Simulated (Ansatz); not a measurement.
We consider zinc-blende InN (metastable phase), described by HSE06 (Ansatz, a first-principles code, PAW).

Numerical settings: plane-wave cutoff 460 eV, 10×10×10 k mesh, Fermi–Dirac smearing 0.01 eV, scalar-relativistic PAW data made under PBE.

Computed at the level's own relaxed cell.

Q: Give the computed equilibrium lattice constant a, pressure derivative B′ of the bulk modulus, equilibrium volume per atom, bulk modulus and band gap.

A: 
equilibrium lattice constant a: 4.984 Å
pressure derivative B′ of the bulk modulus: 4.5
equilibrium volume per atom: 15.47 Å³/atom
bulk modulus: 144 GPa
band gap: 0.50 eV (on the SCF k mesh)

Measured, for comparison: band gap 0.61 eV (low temperature, zero-point motion not removed, photoluminescence, epilayer; as tabulated in Schörmann, As, Lischka, Schley, Goldhahn et al., Appl. Phys. Lett. 89, 261903 …); lattice constant a 5.01 ± 0.01 Å, equilibrium volume per atom 15.72 Å³/atom (temperature not stated, not corrected to a static lattice, epilayer on 3C-SiC; as tabulated in Schörmann, As, Lischka, Schley, Goldhahn et al., Appl. Phys. Lett. 89, 261903 …). Computed (rounded) less measured: lattice constant a -0.5 %, equilibrium volume per atom -1.6 %. A static lattice is as a rule a little smaller and stiffer than an uncorrected measurement, which can account for part of this.

Spin–orbit coupling is not included.

Computed values are for the static lattice.
